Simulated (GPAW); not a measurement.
Here is a GPAW 26.7.0 calculation.

run.py

```python
from ase import Atoms
from ase.dft.bandgap import bandgap
from ase.io import write
from gpaw import GPAW, PW
from gpaw.response.df import DielectricFunction

atoms = Atoms(['Pt'],
              cell=[[0.0, 1.9609, 1.9609],
                    [1.9609, 0.0, 1.9609],
                    [1.9609, 1.9609, 0.0]],
              scaled_positions=[[0.0, 0.0, 0.0]],
              pbc=True)

calc = GPAW(mode=PW(400),
            xc='PBE',
            kpts={'size': (9, 9, 9), 'gamma': True},
            occupations={'name': 'fermi-dirac', 'width': 0.05},
            nbands=17,
            convergence={'density': 1e-06},
            maxiter=150,
            txt='gpaw.txt')
atoms.calc = calc
energy = atoms.get_potential_energy()
calc.write('gs.gpw')
write('result.traj', atoms)
print(f'Energy: {energy:.6f} eV')
print('Fermi level:', round(calc.get_fermi_level(), 4), 'eV')
print(f'Gap: {bandgap(calc)[0]:.4f} eV, direct: {bandgap(calc, direct=True)[0]:.4f} eV')

dense = calc.fixed_density(kpts={'size': (29, 29, 29), 'gamma': True},
                           nbands=24, convergence={'bands': 18, 'eigenstates': 1e-7},
                           update_fermi_level=True, txt='dense.txt')
dense.write('dense.gpw', mode='all')

df = DielectricFunction('dense.gpw', frequencies={'type': 'nonlinear', 'domega0': 0.05, 'omega2': 10},
                        eta=0.1, ecut=50, nbands=18, rate='eta', txt='df.txt')
for direction in ['x']:
    df.get_dielectric_function(xc='RPA', direction=direction, filename=f'df_{direction}.csv')
```

Potentials or basis: GPAW PAW data sets (gpaw-data 1.2.1), pw.

Run with:

```console
$ OMP_NUM_THREADS=1 python run.py
```

(1) Predict the band gap on the k mesh.

## Answers

(1) none (metal or under the smearing width).

Caveat: the intraband term hangs on this k mesh; the long-wavelength limit can be off by several per cent where d states take part; independent-particle spectra lack excitons.
